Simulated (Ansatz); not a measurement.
# SiNi3 (R-3m) in Ansatz: further runs, part 2 of 2

Ansatz 0.2.0. The steps go on from the part before.

### 3 Single point, r2SCAN, collinear spin, ferromagnetic start, 10.65 Å³/atom (volume scaled by 0.96)

Input file input.yaml:

```yaml
crystal:
  lattice:
    - [1.2753316608, 0.7363130776, 7.5584362406]
    - [-1.2753316608, 0.7363130776, 7.5584362406]
    - [0.0, -1.4726261553, 7.5584362406]
  atoms:
    - { symbol: Ni, position: [0.254733, 0.254733, 0.254733], spin: 1.0 }
    - { symbol: Ni, position: [0.5, 0.5, 0.5], spin: 1.0 }
    - { symbol: Ni, position: [0.745267, 0.745267, 0.745267], spin: 1.0 }
    - { symbol: Si, position: [0.0, 0.0, 0.0] }
hamiltonian:
  xc: r2scan
  pseudopotentials: { kind: paw }
magnetization:
  spin_polarized: true
kpoints:
  mp_grid: { grid: [12, 12, 12] }
scf:
  occupations: { method: fermi_dirac, width: 0.05 }
output:
  forces: true
  stress: true
  eigenvalues: true
```

Potentials or basis: Ansatz PAW.

On the command line:

```console
$ ansatz run input.yaml --threads 2 --pin off --max-ram 5632MiB --backend cpu --events-out ev --progress --plain --runs-dir out
```

Run time: 49 s. Hardware: 2 threads of Intel Xeon 6975P-C (Granite Rapids), shared host; peak memory 0.91 GiB.

Results (log left out):

```
Free energy            : -18175.4218 eV
Pressure               : 3.7 GPa
Largest force          : 0.127 eV/Å
Band gap on the k mesh : none (metal or under the smearing width)
Net moment             : 1.14 μB per cell
Absolute moment        : 1.45 μB per cell
Site moments           : Ni +0.26, +0.73; Si +0.00 μB
```

Caveat: the magnetic or orbital state may not be the lowest; the PAW data sets come from PBE, with cores solved anew for the run's functional, which leaves a small shift of forces and pressure.

### 4 Single point, r2SCAN, collinear spin, ferromagnetic start, 10.87 Å³/atom (volume scaled by 0.98)

Edit input.yaml of step 3 so:

```diff
@@ -2,5 +2,5 @@
   lattice:
-    - [1.2753316608, 0.7363130776, 7.5584362406]
-    - [-1.2753316608, 0.7363130776, 7.5584362406]
-    - [0.0, -1.4726261553, 7.5584362406]
+    - [1.2841273295, 0.7413912593, 7.6105650344]
+    - [-1.2841273295, 0.7413912593, 7.6105650344]
+    - [0.0, -1.4827825187, 7.6105650344]
   atoms:
```

On the command line:

```console
$ ansatz run input.yaml --threads 2 --pin off --max-ram 5632MiB --backend cpu --events-out ev --progress --plain --runs-dir out
```

Wall time 48 s (2 threads of Intel Xeon 6975P-C (Granite Rapids), shared host); peak memory 0.95 GiB.

Results (log left out):

```yaml
Free_energy: -18175.4296 eV
Pressure: -0.8 GPa
Largest_force: 0.060 eV/Å
Band_gap_on_the_k_mesh: none (metal or under the smearing width)
Net_moment: 1.17 μB per cell
Absolute_moment: 1.51 μB per cell
Site_moments: Ni +0.27, +0.75; Si +0.00 μB
```

Caveat: the magnetic or orbital state may not be the lowest; the PAW data sets come from PBE, with cores solved anew for the run's functional, which leaves a small shift of forces and pressure.

### 5 Single point, r2SCAN, collinear spin, ferromagnetic start, 11.09 Å³/atom

Edit input.yaml of step 4 so:

```diff
@@ -2,5 +2,5 @@
   lattice:
-    - [1.2841273295, 0.7413912593, 7.6105650344]
-    - [-1.2841273295, 0.7413912593, 7.6105650344]
-    - [0.0, -1.4827825187, 7.6105650344]
+    - [1.2928041287, 0.7464008117, 7.661989331]
+    - [-1.2928041287, 0.7464008117, 7.661989331]
+    - [0.0, -1.4928016234, 7.661989331]
   atoms:
@@ -23 +23,5 @@
   eigenvalues: true
+  write_density: true
+  write_potential: true
+  elf: true
+  volumetric_format: npy
```

On the command line:

```console
$ ansatz run input.yaml --threads 2 --pin off --max-ram 5632MiB --backend cpu --events-out ev --progress --plain --runs-dir out
```

It took 95 s on 2 threads of Intel Xeon 6975P-C (Granite Rapids), shared host; peak memory 0.95 GiB.

Results (log left out):

```yaml
Free_energy: -18175.4145 eV
Pressure: -4.6 GPa
Band_gap_on_the_k_mesh: none (metal or under the smearing width)
Net_moment: 1.22 μB per cell
Absolute_moment: 1.58 μB per cell
Site_moments: Ni +0.28, +0.80; Si -0.00 μB
```

Caveat: the magnetic or orbital state may not be the lowest; the PAW data sets come from PBE, with cores solved anew for the run's functional, which leaves a small shift of forces and pressure.

### 6 Single point, r2SCAN, collinear spin, ferromagnetic start, 11.31 Å³/atom (volume scaled by 1.02)

Edit input.yaml of step 5 so:

```diff
@@ -2,5 +2,5 @@
   lattice:
-    - [1.2928041287, 0.7464008117, 7.661989331]
-    - [-1.2928041287, 0.7464008117, 7.661989331]
-    - [0.0, -1.4928016234, 7.661989331]
+    - [1.301365995, 0.7513440075, 7.712732461]
+    - [-1.301365995, 0.7513440075, 7.712732461]
+    - [0.0, -1.502688015, 7.712732461]
   atoms:
@@ -23,5 +23 @@
   eigenvalues: true
-  write_density: true
-  write_potential: true
-  elf: true
-  volumetric_format: npy
```

Potentials or basis: Ansatz PAW.

On the command line:

```console
$ ansatz run input.yaml --threads 2 --pin off --max-ram 5632MiB --backend cpu --events-out ev --progress --plain --runs-dir out
```

Run time: 72 s. Hardware: 2 threads of Intel Xeon 6975P-C (Granite Rapids), shared host; peak memory 0.96 GiB.

Results (log left out):

| Property | Result |
| --- | --- |
| Free energy | -18175.3806 eV |
| Pressure | -7.6 GPa |
| Largest force | 0.058 eV/Å |
| Band gap on the k mesh | none (metal or under the smearing width) |
| Net moment | 1.29 μB per cell |
| Absolute moment | 1.68 μB per cell |
| Site moments | Ni +0.28, +0.89; Si -0.00 μB |

Caveat: the magnetic or orbital state may not be the lowest; the PAW data sets come from PBE, with cores solved anew for the run's functional, which leaves a small shift of forces and pressure.

### 7 Single point, r2SCAN, collinear spin, ferromagnetic start, 11.53 Å³/atom (volume scaled by 1.04)

Edit input.yaml of step 6 so:

```diff
@@ -2,5 +2,5 @@
   lattice:
-    - [1.301365995, 0.7513440075, 7.712732461]
-    - [-1.301365995, 0.7513440075, 7.712732461]
-    - [0.0, -1.502688015, 7.712732461]
+    - [1.3098166603, 0.7562230014, 7.7628165427]
+    - [-1.3098166603, 0.7562230014, 7.7628165427]
+    - [0.0, -1.5124460028, 7.7628165427]
   atoms:
@@ -23 +23,5 @@
   eigenvalues: true
+  write_density: true
+  write_potential: true
+  elf: true
+  volumetric_format: npy
```

On the command line:

```console
$ ansatz run input.yaml --threads 2 --pin off --max-ram 5632MiB --backend cpu --events-out ev --progress --plain --runs-dir out
```

Wall time 69 s (2 threads of Intel Xeon 6975P-C (Granite Rapids), shared host); peak memory 0.96 GiB.

Results (log left out):

- Free energy: -18175.3307 eV
- Pressure: -10.5 GPa
- Largest force: 0.121 eV/Å
- Band gap on the k mesh: none (metal or under the smearing width)
- Net moment: 1.33 μB per cell
- Absolute moment: 1.74 μB per cell
- Site moments: Ni +0.28, +0.93; Si -0.00 μB

Caveat: the magnetic or orbital state may not be the lowest; the PAW data sets come from PBE, with cores solved anew for the run's functional, which leaves a small shift of forces and pressure.

### 8 Single point, r2SCAN, collinear spin, ferromagnetic start, 11.76 Å³/atom (volume scaled by 1.06)

Edit input.yaml of step 7 so:

```diff
@@ -2,5 +2,5 @@
   lattice:
-    - [1.3098166603, 0.7562230014, 7.7628165427]
-    - [-1.3098166603, 0.7562230014, 7.7628165427]
-    - [0.0, -1.5124460028, 7.7628165427]
+    - [1.3181596665, 0.7610398383, 7.8122625671]
+    - [-1.3181596665, 0.7610398383, 7.8122625671]
+    - [0.0, -1.5220796766, 7.8122625671]
   atoms:
@@ -23,5 +23 @@
   eigenvalues: true
-  write_density: true
-  write_potential: true
-  elf: true
-  volumetric_format: npy
```

On the command line:

```console
$ ansatz run input.yaml --threads 2 --pin off --max-ram 5632MiB --backend cpu --events-out ev --progress --plain --runs-dir out
```

It took 48 s on 2 threads of Intel Xeon 6975P-C (Granite Rapids), shared host; peak memory 0.97 GiB.

Results (log left out):

* Free energy: -18175.2652 eV
* Pressure: -13.2 GPa
* Largest force: 0.180 eV/Å
* Band gap on the k mesh: none (metal or under the smearing width)
* Net moment: 1.35 μB per cell
* Absolute moment: 1.77 μB per cell
* Site moments: Ni +0.28, +0.96; Si -0.00 μB

Caveat: the magnetic or orbital state may not be the lowest; the PAW data sets come from PBE, with cores solved anew for the run's functional, which leaves a small shift of forces and pressure.

### 9 Equation of state, r2SCAN, collinear spin, ferromagnetic start

Potentials or basis: Ansatz PAW.

This step only gathers the single runs of the series.

What came out:

- Equilibrium volume: 10.83 Å³/atom
- Bulk modulus at fixed shape and positions: 202 GPa
- Pressure derivative of the bulk modulus: 6.1 (rough: it moves with the points fitted)

Energy against volume, from the lowest point:
| volume (Å³/atom) | energy (meV/atom) |
| --- | --- |
| 10.425 | 10.38 |
| 10.647 | 1.95 |
| 10.868 | 0.00 |
| 11.090 | 3.77 |
| 11.312 | 12.25 |
| 11.534 | 24.73 |
| 11.756 | 41.10 |

Caveat: the magnetic or orbital state may not be the lowest; the cell was scaled at fixed shape and fractional positions, which overstates the stiffness of a crystal with free parameters, most of all of layers and chains; the PAW data sets were made with another functional, which shifts forces and pressure a little.
